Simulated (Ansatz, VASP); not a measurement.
# Two plane-wave programs on Si3Ge

INCAR

```
PREC = Accurate
ENCUT = 520
EDIFF = 1E-7
ISMEAR = -1
SIGMA = 0.02
LREAL = F
LASPH = T
NELM = 100
ALGO = Fast
ISIF = 2
LWAVE = F
LCHARG = F
GGA = PE
NBANDS = 21
```

Contents of KPOINTS:

```
Automatic mesh
0
Gamma
  6 6 6
```

The input POSCAR:

```
Si3Ge
1.0
    3.8880966177      0.0000000000      0.0000000000
    0.0000000000      3.8880966177      0.0000000000
    0.0000000000      0.0000000000      5.7611516836
Si Ge
3 1
Direct
    0.5000000000      0.0000000000      0.7548774920
    0.5000000000      0.5000000000      0.0000000000
    0.0000000000      0.5000000000      0.2451225080
    0.0000000000      0.0000000000      0.5000000000
```

Input for Ansatz:

```yaml
crystal:
  lattice:
    - [3.8880966177, 0.0, 0.0]
    - [0.0, 3.8880966177, 0.0]
    - [0.0, 0.0, 5.7611516836]
  atoms:
    - { symbol: Si, position: [0.5, 0.0, 0.754877492] }
    - { symbol: Si, position: [0.5, 0.5, 0.0] }
    - { symbol: Si, position: [0.0, 0.5, 0.245122508] }
    - { symbol: Ge, position: [0.0, 0.0, 0.5] }
kpoints:
  mp_grid: { grid: [6, 6, 6] }
  band_path:
    path:
      - [0.0, 0.0, 0.0]
      - [0.0, 0.5, 0.0]
      - [0.5, 0.5, 0.0]
      - [0.0, 0.0, 0.5]
      - [0.0, 0.5, 0.5]
      - [0.5, 0.5, 0.5]
    npoints: 1
hamiltonian:
  xc: pbe
scf:
  occupations: { method: fermi_dirac, width: 0.02 }
  n_extra_bands: 5
output:
  forces: true
  stress: true
  eigenvalues: true
```

Change from the starting cell: uniaxial_z strain +5.1%.

Alike in both runs: task single point; functional PBE; k mesh 6 × 6 × 6; occupations fermi-dirac, width 0.02 eV; no spin polarisation.

|  | VASP | Ansatz |
| --- | --- | --- |
| version | VASP 6.6.1 | Ansatz 0.2.0 |
| potentials or method | VASP PAW PBE potentials, release 64 (Si, Ge_d) | plane waves, PAW |
| plane-wave cutoff (eV) | 520 | 420 |
| valence electrons in the cell | 26 | 26 |

Ansatz gave:

```
pressure (GPa)                                  : -2.2
largest component of the traceless stress (GPa) : 3.17
rms of the force components (eV/Å)              : 0.033
```

Q: Estimate VASP's values.

A: Pressure (GPa): -2.1; largest component of the traceless stress (GPa): 3.18; rms of the force components (eV/Å): 0.033.

Atom by atom the forces differ by 0.000 eV/Å (rms over components).

A k mesh can miss the band edges.
